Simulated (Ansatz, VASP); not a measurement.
GaN in VASP and in Ansatz

```
Ga N
1.0
     0.00000    2.25350    2.25350
     2.25350    0.00000    2.25350
     2.25350    2.25350    0.00000
Ga N
1 1
Direct
  0.00000 0.00000 0.00000
  0.75000 0.75000 0.75000
```

The cell is a database's computed one.

Alike in both runs: task relaxation of cell and atoms; functional LDA; k mesh 10 × 10 × 10; occupations gaussian, width 0.02 eV; no spin polarisation.

|  | VASP | Ansatz |
| --- | --- | --- |
| version | VASP 6.6.1 | Ansatz 0.2.0 |
| potentials or method | VASP PAW LDA potentials, release 64 (Ga_d, N) | scalar-relativistic, plane waves, PAW |
| plane-wave cutoff (eV) | 600 | 420 |
| valence electrons in the cell | 18 | 18 |

VASP gave:

| Property | Result |
| --- | --- |
| gap on the k mesh at the Fermi level, each at its own relaxed structure (eV) | 1.94 |
| relaxed volume (Å³/atom) | 11.11 |
| relaxed cell length with the largest relative difference (Å) | 3.156 |
| energy change over the relaxation (meV/atom) | -6 |

Task: Estimate Ansatz's values.

Result: gap on the k mesh at the Fermi level, each at its own relaxed structure (eV): 1.96; relaxed volume (Å³/atom): 11.06; relaxed cell length with the largest relative difference (Å): 3.150; energy change over the relaxation (meV/atom): -8.

LDA gaps usually lie below the measured ones, often by a third to a half.
